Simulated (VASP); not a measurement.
Crystal: HfN.

```
CELL_PARAMETERS angstrom
0.00000 2.25600 2.25600
2.25600 0.00000 2.25600
2.25600 2.25600 0.00000
ATOMIC_POSITIONS crystal
Hf 0.00000 0.00000 0.00000
N 0.50000 0.50000 0.50000
```

Base run:

```yaml
Program: VASP 6.6.1
Functional: SCAN
Potentials_or_basis: VASP PAW PBE potentials, release 64 (Hf_pv, N)
Cutoff: 520 eV
k_mesh: 10 × 10 × 10
Occupations: fermi-dirac, width 0.05 eV
Spin: no spin polarisation
```

Its results: pressure -3.5 GPa.

Problem. After a change of settings the same cell gave: pressure -9.9 GPa. Which change was it?
A. functional from SCAN to r2SCAN; further incar settings from ALGO = Normal; EDIFF = 1e-06 to ALGO = Normal; EDIFF = 1e-06; NBANDS = 14
B. functional from SCAN to PBE; further incar settings from ALGO = Normal; EDIFF = 1e-06 to ALGO = Normal; EDIFF = 1e-07; NBANDS = 14
C. functional from SCAN to r2SCAN50; k mesh from 10 × 10 × 10 to 5 × 5 × 5
D. functional from SCAN to PBE; occupations from fermi-dirac, width 0.05 eV to gaussian, width 0.022 eV

Solution. C.

Caveats: some runs use coarse meshes; the PAW data sets were made with another functional, which shifts forces and pressure a little.

Not every run made on this cell is shown here.
